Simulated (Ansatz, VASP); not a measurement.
**As in VASP and in Ansatz**

Contents of INCAR:

```
SYSTEM = As
PREC = Accurate ; ENCUT = 520
EDIFF = 1E-6 ; ISMEAR = -1
SIGMA = 0.08 ; LREAL = .FALSE.
LASPH = .TRUE. ; NELM = 60
ALGO = Normal ; ISIF = 2
LWAVE = .FALSE. ; LCHARG = .TRUE.
LELF = .TRUE. ; LVHAR = .TRUE.
NBANDS = 8
```

Contents of KPOINTS:

```
Automatic mesh
0
G
  15 15 15
  0 0 0
```

POSCAR

```
As
1.0
    2.5315422258      0.0000000000      0.0000000000
    0.0000000000      2.5315422258      0.0000000000
    0.0000000000      0.0000000000      2.5315422258
As
1
Direct
    0.0000000000      0.0000000000      0.0000000000
```

Input for Ansatz:

```yaml
crystal:
  lattice:
    - [2.5315422258, 0.0, 0.0]
    - [0.0, 2.5315422258, 0.0]
    - [0.0, 0.0, 2.5315422258]
  atoms:
    - { symbol: As, position: [0.0, 0.0, 0.0] }
kpoints:
  mp_grid: { grid: [15, 15, 15] }
scf:
  occupations: { method: fermi_dirac, width: 0.08 }
hamiltonian:
  xc: lda
  pseudopotentials: { kind: paw }
output:
  forces: true
  stress: true
  eigenvalues: true
  populations: true
```

Change from the starting cell: volume scaled by 0.85, PAW files.

Alike in both runs: task single point; functional LDA; k mesh 15 × 15 × 15; occupations fermi-dirac, width 0.08 eV; no spin polarisation.

|  | VASP | Ansatz |
| --- | --- | --- |
| version | VASP 6.6.1 | Ansatz 0.2.0 |
| potentials or method | VASP PAW LDA potentials, release 64 (As) | PAW with Ansatz's default frozen-core files, scalar-relativistic |
| plane-wave cutoff (eV) | 520 | 420 |
| valence electrons in the cell | 5 | 15 |

Ansatz gave:

| Item | Value |
| --- | --- |
| pressure (GPa) | 21.8 |

Task: What did VASP give for the same quantities?

Result: Pressure (GPa): 23.0.

The two sets of potentials don't hold the same shells in valence.

Caveats: so large a pressure means that the cell lies far from this level's equilibrium, or that cutoff or potentials fall short (VASP).
